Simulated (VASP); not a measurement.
Crystal: CO2.

```
C O
1.0
    -1.77590    1.77590    2.95920
     1.77590   -1.77590    2.95920
     1.77590    1.77590   -2.95920
C O
2 4
Cartesian
  0.0000 0.0000 0.0000
  0.0000 1.7759 1.4796
  0.7601 0.8880 0.7398
  -0.8880 1.0158 2.2194
  1.0158 0.8880 3.6990
  2.6639 0.7601 -0.7398
```

```yaml
Program: VASP 6.6.1
Task: relaxation of cell and atoms
Functional: AM05
Potentials_or_basis: VASP PAW PBE potentials, release 64 (C, O)
Cutoff: 600 eV
k_mesh: 12 × 12 × 12
Occupations: gaussian, width 0.03 eV
Spin: no spin polarisation
```

At the start: pressure 30.8 GPa; volume 6.22 Å³/atom.

Task: Where does the relaxation end?

Result: Over 12 steps the energy falls by 189.2 meV/atom and the volume is 7.71 Å³/atom (+23.9 %); space group I-42d (No. 122, to 0.05 Å).

Step by step:
```
step  energy change (eV)  largest force (eV/Å)  pressure (GPa)  volume (Å³)
   1              0.0000                1.5103           30.84        37.33
   2             -0.8014                1.4417           -8.72        44.18
   3             -0.8012                1.4414           -8.39        44.09
   4             -0.9250                0.8964           11.04        44.09
   5             -0.9785                0.0716            3.65        44.09
   6             -1.0603                0.0537            1.43        45.07
   7             -1.1173                0.0519           -3.66        47.53
   8             -1.1235                0.0574           -2.33        46.89
   9             -1.1309                0.2232            2.16        46.08
  10             -1.1317                0.1813            1.04        46.28
  11             -1.1330                0.1273           -1.06        46.22
  12             -1.1351                0.0086           -0.15        46.25
```

Final structure:
```
C O
1.0
    -1.97203    1.97203    2.97295
     1.97203   -1.97203    2.97295
     1.97203    1.97203   -2.97295
C O
2 4
Direct
  0.00000 0.00000 0.00000
  0.75000 0.25000 0.50000
  0.37500 0.28937 0.41437
  0.71063 0.12500 0.08563
  0.87500 0.96063 0.58563
  0.03937 0.62500 0.91437
```

Caveat: the volume moved by over 15 % at a fixed basis, so the end points are rough; the PAW data sets were made with another functional, which shifts forces and pressure a little; the volume moved by +24 % from the deposited cell, more than functionals usually miss.
